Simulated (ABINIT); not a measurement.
Runs of ABINIT 10.8.3 (patched build) on TePb. It takes space group Pm-3m (No. 221, cubic). The conventional cell has a = 4.002 Å, b = 4.002 Å, c = 4.002 Å, α = 90.00°, β = 90.00°, γ = 90.00°. Pb (site symmetry m-3m) has 8 Te at 3.47 Å as nearest neighbours. Te (site symmetry m-3m) is surrounded by 8 Pb at 3.47 Å. Measurements of this composition are mostly on another form, of space group No. 225.

| level | gap on the mesh (eV) | pressure (GPa) |
| --- | --- | --- |
| TB-mBJ | none | - |
| SCAN | none | -1.3 |
| LDA | none | -4.1 |
| BLYP | none | 3.6 |
| r2SCAN | none | (a) |

Alike in all rows: task band structure; potentials or basis JTH PAW PBE v2.0; no spin polarisation; cell as given; k mesh 7 × 7 × 7; cutoff (eV) 707; smearing fermi-dirac 0.05 eV.

**Question.** Estimate the missing entries.

**Answer.** (a) -0.4.

Caveats: the PAW data sets were made with another functional, which shifts forces and pressure a little; spin-orbit coupling is left out, which moves the levels of the heavy elements; the constant c of TB-mBJ comes from the pseudo density here, which moves gaps by up to 0.3 eV between sets of potentials (some runs).

A k mesh can miss the band edges, and the runs leave out spin-orbit coupling on Pb, Te.

A gap of «none» marks a metal or a gap under the smearing width.
